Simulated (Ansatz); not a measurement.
Crystal: BN.

```
N B
1.0
     1.25112    0.72234    3.37293
    -1.25112    0.72234    3.37293
     0.00000   -1.44467    3.37293
N B
1 1
Direct
  0.66724 0.66724 0.66724
  0.00033 0.00033 0.00033
```

The cell is a database's computed one.

Program: Ansatz 0.2.0. Alike in all runs: task band structure; potentials or basis Ansatz PAW; no spin polarisation; cell as given; k mesh 6 × 6 × 6; smearing fermi-dirac 0.05 eV; the mesh is coarse, so values aren't converged.

Question: Order these runs on this cell by their pressure, lowest first.
A. level HSE06; cutoff (eV) 420
B. level r2SCAN50; cutoff (eV) 500
C. level HSEsol; cutoff (eV) 420

Answer: B (-6.8 GPa), C (-3.5 GPa), A (-1.4 GPa).

Caveats: all runs use coarse meshes; the PAW data sets come from PBE, with cores solved anew for the run's functional, which leaves a small shift of forces and pressure; the thresholds are loose for stress.
